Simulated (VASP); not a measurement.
Runs of VASP 6.6.1 on GaN. Symmetry: F-43m, No. 216, cubic system. The conventional cell has a = 4.500 Å, b = 4.500 Å, c = 4.500 Å, α = 90.00°, β = 90.00°, γ = 90.00°. Around Ga (site symmetry -43m) lie 4 N at 1.95 Å. N (site symmetry -43m) has 4 Ga at 1.95 Å as nearest neighbours. The cell was built by a generator and needn't be a form met in nature.

```tsv
level	potentials or basis	gap on the mesh (eV)	pressure (GPa)
LDA	VASP PAW LDA potentials, release 64 (Ga_d, N)	1.78	(b)
PBE	VASP PAW PBE potentials, release 64 (Ga_d, N)	1.75	(c)
TB-mBJ	VASP PAW PBE potentials, release 64 (Ga_d, N)	2.89	-
r2SCAN	VASP PAW PBE potentials, release 64 (Ga_d, N)	(a)	0.8
SCAN	VASP PAW PBE potentials, release 64 (Ga_d, N)	2.05	-0.2
PBEsol	VASP PAW PBE potentials, release 64 (Ga_d, N)	1.71	-0.5
```

Alike in all rows: task single point; no spin polarisation; cell as given; k mesh 8 × 8 × 8; cutoff (eV) 520; smearing fermi-dirac 0.05 eV.

**Question.** Estimate the missing entries.

**Answer.** (a) 2.15; (b) -4.7; (c) 6.0.

Caveats: the PAW data sets were made with another functional, which shifts forces and pressure a little (some runs).

A k mesh can miss the band edges, and the runs leave out spin-orbit coupling on Ga.

Not every run made on this cell is shown here.
